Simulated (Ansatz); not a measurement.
Au:

```
Au
1.0
     0.00000    2.03500    2.03500
     2.03500    0.00000    2.03500
     2.03500    2.03500    0.00000
Au
1
Direct
  0.00000 0.00000 0.00000
```

Program: Ansatz 0.2.0. Alike in all runs: task band structure; cell as given; smearing fermi-dirac 0.05 eV. Hardware: 2 threads of Arm Neoverse V1, on a shared host.

Task: Order these runs on this cell by their wall time, lowest first.
A. level HSE03; potentials or basis Ansatz PAW; spin off; k mesh 6 × 6 × 6; cutoff (eV) 420; points for each segment of the path 4; mesh quality coarse
B. level LDA; potentials or basis Ansatz PAW; spin SOC, no magnetisation; k mesh 11 × 11 × 11; cutoff (eV) 420; points for each segment of the path 14; mesh quality not flagged
C. level rPW86-PBE; potentials or basis Ansatz PAW; spin off; k mesh 11 × 11 × 11; cutoff (eV) 420; points for each segment of the path 14; mesh quality not flagged
D. level LDA; potentials or basis PseudoDojo standard (LDA files); spin off; k mesh 11 × 11 × 11; cutoff (eV) 1034; points for each segment of the path 14; mesh quality not flagged

Result: C (1.2 s), D (3.1 s), B (7.7 s), A (52 s).

Caveats: some runs use coarse meshes.

Runs at the PBE level aren't shown here.
